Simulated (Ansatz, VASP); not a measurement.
# Two plane-wave programs on CaSe

File POSCAR:

```
CaSe
1.0
    0.0000000000      3.2303679468      3.2303679468
    3.2303679468      0.0000000000      3.2303679468
    3.2303679468      3.2303679468      0.0000000000
Ca Se
1 1
Direct
    0.0000000000      0.0000000000      0.0000000000
    0.2500000000      0.2500000000      0.2500000000
```

The input INCAR.step1:

```
SYSTEM = CaSe
ALGO = Normal ; EDIFF = 1E-4
ENCUT = 520 ; GGA = PE
ISMEAR = 0 ; LASPH = .TRUE.
LCHARG = .FALSE. ; LREAL = .FALSE.
LWAVE = .TRUE. ; NBANDS = 15
NELM = 100 ; PREC = Accurate
SIGMA = 0.01
```

INCAR.step2

```
SYSTEM = CaSe
ALGO = Normal ; EDIFF = 1E-7
ENCUT = 520 ; ISIF = 2
ISMEAR = 0 ; ISTART = 1
LASPH = .TRUE. ; LCHARG = .FALSE.
LMIXTAU = .TRUE. ; LREAL = .FALSE.
LWAVE = .FALSE. ; METAGGA = R2SCAN
NBANDS = 15 ; NELM = 100
PREC = Accurate ; SIGMA = 0.01
```

The input KPOINTS:

```
k-points
0
G
  6 6 6
  0 0 0
```

Input for Ansatz:

```yaml
crystal:
  lattice:
    - [0.0, 3.2303679468, 3.2303679468]
    - [3.2303679468, 0.0, 3.2303679468]
    - [3.2303679468, 3.2303679468, 0.0]
  atoms:
    - { symbol: Ca, position: [0.0, 0.0, 0.0] }
    - { symbol: Se, position: [0.25, 0.25, 0.25] }
kpoints:
  mp_grid: { grid: [6, 6, 6] }
  band_path:
    path:
      - [0.0, 0.0, 0.0]
      - [-0.5, -0.5, 0.0]
      - [-0.375, -0.375, 0.25]
      - [-0.375, 0.0, 0.375]
      - [0.0, 0.0, 0.5]
      - [-0.5, -0.25, 0.25]
      - [-0.2625, 0.0, 0.2625]
    npoints: 1
hamiltonian:
  xc: r2scan
scf:
  occupations: { method: fixed }
  n_extra_bands: 4
output:
  forces: true
  stress: true
  eigenvalues: true
```

Change from the starting cell: hydrostatic strain -1.5%.

Alike in both runs: task single point; functional r2SCAN; k mesh 6 × 6 × 6; no spin polarisation.

```csv
,VASP,Ansatz
version,VASP 6.6.1,Ansatz 0.2.0
potentials or method,"VASP PAW PBE potentials, release 64 (Ca_sv, Se)","plane waves, PAW"
plane-wave cutoff (eV),520,500
occupations,"gaussian, width 0.01 eV",fixed
valence electrons in the cell,16,26
```

|  | VASP | Ansatz | Ansatz less VASP |
| --- | --- | --- | --- |
| gap on the k mesh at the Fermi level (eV) | 3.84 | 3.85 | +0.013 |
| pressure (GPa) | 2.0 | 1.7 | -0.21 |

The two sets of potentials don't hold the same shells in valence.

Caveats: the PAW data sets were made with another functional, which shifts forces and pressure a little (VASP). A k mesh can miss the band edges.
